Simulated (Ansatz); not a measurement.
The system is Fe.

```
Fe
1.0
    -1.44300    1.44300    1.44300
     1.44300   -1.44300    1.44300
     1.44300    1.44300   -1.44300
Fe
1
Direct
  0.00000 0.00000 0.00000
```

Base run:

| Item | Value |
| --- | --- |
| Program | Ansatz 0.2.0 |
| Functional | LDA |
| Potentials or basis | all-electron LAPW, scalar-relativistic |
| Cutoff | 303 eV |
| Density cutoff | 1211 eV |
| Basis error allowed | 0.001 eV/atom |
| k mesh | 13 × 13 × 13 |
| Occupations | fermi-dirac, width 0.05 eV |
| Spin | collinear spin, ferromagnetic start |
| Starting moments | [3.0] μB |

Its results: pressure -26.1 GPa; net moment 2.20 μB per cell; site moments Fe +2.24 μB.

The run is repeated on the same cell with these changes: functional from LDA to PBE. What comes out?

Pressure -9.8 GPa; net moment 2.24 μB per cell; site moments Fe +2.30 μB.

PBE binds less tightly than LDA, so the same cell stands under more pressure.

Not every run made on this cell is shown here.
